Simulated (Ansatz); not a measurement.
Crystal: CuO.

```
Cu O
1.0
    -2.34185    1.71130    0.00000
     0.85003    0.00000   -5.05787
    -2.34185   -5.13390    0.00000
Cu O
4 4
Cartesian
  -1.1500 -0.8247 -0.0030
  -3.4919 -2.5360 -0.0030
  -3.0669 -0.8247 -2.5320
  -3.0669 -4.2473 -2.5320
  -1.6834 -0.2483 -3.7964
  -1.6834 -3.6709 -3.7964
  -2.1084 0.3103 -1.2675
  -2.2756 -3.3602 -1.2432
```

Base run:

- Program: Ansatz 0.2.0
- Functional: r2SCAN
- Potentials or basis: Ansatz PAW
- Cutoff: 500 eV (not typed: the program's choice for these potentials)
- k mesh: 9 × 5 × 5
- Occupations: fermi-dirac, width 0.05 eV
- Spin: no spin polarisation

Its results: band gap on the k mesh none (metal or under the smearing width); pressure 1.9 GPa; largest force 2.584 eV/Å.

Problem. The run is repeated on the same cell with these changes: functional from r2SCAN to PBEsol; cutoff from 500 eV (not typed: the program's choice for these potentials) to 420 eV (not typed: the program's choice for these potentials); hubbard terms from none to Cu d U = 4.5 eV; hubbard projectors from none to ortho-atomic (the default). What comes out?

Solution. Band gap on the k mesh none (metal or under the smearing width); pressure 2.6 GPa; largest force 2.584 eV/Å.

Several settings changed at once, so the effect can't be laid on one alone.

Caveats: the run has no spin polarisation, though such a crystal can be magnetic; the PAW data sets come from PBE, with cores solved anew for the run's functional, which leaves a small shift of forces and pressure; forces of over 1 eV/Å show positions far from the minimum, so gaps and moduli don't describe the material at rest; semilocal functionals often make such compounds metallic where correlation or magnetic order opens a gap, which also shifts bond lengths (some runs); U without spin polarisation on a metal has little footing (some runs).
